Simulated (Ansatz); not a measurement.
**How far PBE and PBEsol part for InN, strain tensor (xx, yy, zz, yz, xz, xy) = (−1.12, +0.44, +0.81, +0.63, +0.45, +0.25) %**

The reference is InN in the wurtzite structure (space group P6_3mc, No. 186; a = 3.581 Å, c = 5.788 Å). Axes: x lies along a and z along c of the hexagonal cell.

(Cell as relaxed with PBE.)

Levels (all Ansatz, a first-principles code, PAW): PBE (420 eV, no SOC); PBEsol (420 eV, no SOC).

Each level relaxes its own structure.

```csv
base,PBE,PBEsol
volume per atom,16.06 Å³,15.48 Å³
lattice parameter a,3.581 Å,3.537 Å
band gap,zero,zero
```

One thing is altered: strain tensor (xx, yy, zz, yz, xz, xy) = (−1.12, +0.44, +0.81, +0.63, +0.45, +0.25) %; the atoms relax in the strained cell.

| quantity | PBE | PBEsol |
|---|---|---|
| energy relative to the base (free energy F) | +1.9 meV/atom | (withheld) |
| shortest interatomic distance | 2.180 Å | (withheld) |
| largest internal atomic displacement | 0.015 Å | (withheld) |

**Question.** What does PBEsol give?

**Answer.** 
- energy relative to the base (free energy F), PBEsol: +1.9 meV/atom
- shortest interatomic distance, PBEsol: 2.154 Å
- largest internal atomic displacement, PBEsol: 0.015 Å

PBE's shortest interatomic distance lies 0.026 Å above PBEsol's (1.2 %); the two agree on the energy relative to the base and largest internal atomic displacement. Neither level is exact; PBEsol is the comparison here, not a measurement.

Whether these cells are dynamically stable was not tested. All final runs are without spin polarisation. Gaps under 0.05 eV, about the width of the smearing, are given as zero. A zero or small gap of InN can be the functional's error rather than a property of the material.
